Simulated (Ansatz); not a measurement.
Theory: DFT PBE, scalar-relativistic, plane waves, PAW (Ansatz 0.2.0). All cells share a 420 eV cutoff and Γ-centred k meshes spaced at most about 0.3 Å⁻¹ (about 0.25 or finer for metals, 2π included). No spin polarisation.

These are static total energies at zero pressure.

Two relaxed structures of Cd6Te:

A.

```
Cd Te
1.0
     5.86386    0.00000    0.00000
    -2.93193    5.07825    0.00000
     0.00000    0.00000    6.14109
Cd Te
6 1
Cartesian
  2.9319 0.0000 0.0000
  -1.4660 2.5391 0.0000
  1.4660 2.5391 0.0000
  0.0000 0.0000 0.0000
  0.0000 3.3855 3.0705
  2.9319 1.6927 3.0705
  0.0000 0.0000 3.0705
```

B.

```
Cd Te
1.0
     4.50136    0.00000    0.00000
     0.00000    4.50136    0.00000
     0.00000    0.00000    8.94107
Cd Te
6 1
Cartesian
  0.0000 2.2507 6.6883
  0.0000 0.0000 4.4705
  2.2507 0.0000 6.6883
  0.0000 2.2507 2.2528
  2.2507 2.2507 4.4705
  2.2507 0.0000 2.2528
  0.0000 0.0000 0.0000
```

**Question.** Which is lower in energy, and by how much?

**Answer.** B is lower, by 86 meV/atom. A has space group P6/mmm (No. 191), 26.1 Å³/atom and no gap on its mesh; B has space group P4/mmm (No. 123), 25.9 Å³/atom and no gap. Counting Cd atoms around Te (those within 1.25 times the shortest such distance or 1.15 times the sum of covalent radii; a plus sign parts nearer from farther groups), A has Te 2+6 and B has Te 8. Both come from invented guesses.

These runs have no spin–orbit coupling, which can matter for Te. Cells relaxed within their symmetry can be saddle points.
